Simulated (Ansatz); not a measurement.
**Ni3Ge under changes of volume**

One of the cells (11.000 Å³/atom); the others are scaled copies at fixed shape and fractional positions:

```
Ge Ni
1.0
     3.53033    0.00000    0.00000
     0.00000    3.53033    0.00000
     0.00000    0.00000    3.53033
Ge Ni
1 3
Direct
  0.00000 0.00000 0.00000
  0.50000 0.50000 0.00000
  0.00000 0.50000 0.50000
  0.50000 0.00000 0.50000
```

The cell comes from a database or a generator and needn't be the stable form of this composition.

| Item | Value |
| --- | --- |
| Program | Ansatz 0.2.0 |
| Functional | r2SCAN |
| Potentials or basis | Ansatz PAW |
| Cutoff | 500 eV (not typed: the program's choice for these potentials) |
| k mesh | 8 × 8 × 8 |
| Occupations | fermi-dirac, width 0.05 eV |
| Spin | collinear spin, ferromagnetic start |
| Starting moments | [0.0, 1.0, 1.0, 1.0] μB |

```tsv
volume (Å³/atom)	energy over the lowest point (meV/atom)	pressure (GPa)
10.340	32.06	16.0
10.560	14.14	10.2
10.780	3.72	5.1
11.000	0.00	0.5
11.220	2.26	-3.6
11.440	?	?
11.660	22.05	-10.5
```

Task: What does the run at 11.440 Å³/atom give?

Result: Energy over the lowest point 9.80 meV/atom; pressure -7.3 GPa.

Worked out: A Birch-Murnaghan fit of order 3 (a polynomial in V^(-2/3)) to the other rows has its minimum at 11.02 Å³/atom with B0 = V·E''(V) = 214 GPa and B' = 4.8. It gives 9.79 meV/atom at 11.440 Å³/atom, against the run's 9.80, and -dE/dV = -7.3 GPa, against -7.3.

Energies are extrapolated to zero smearing.

Caveats: the magnetic or orbital state may not be the lowest; the PAW data sets come from PBE, with cores solved anew for the run's functional, which leaves a small shift of forces and pressure; the starting moments weren't kept.
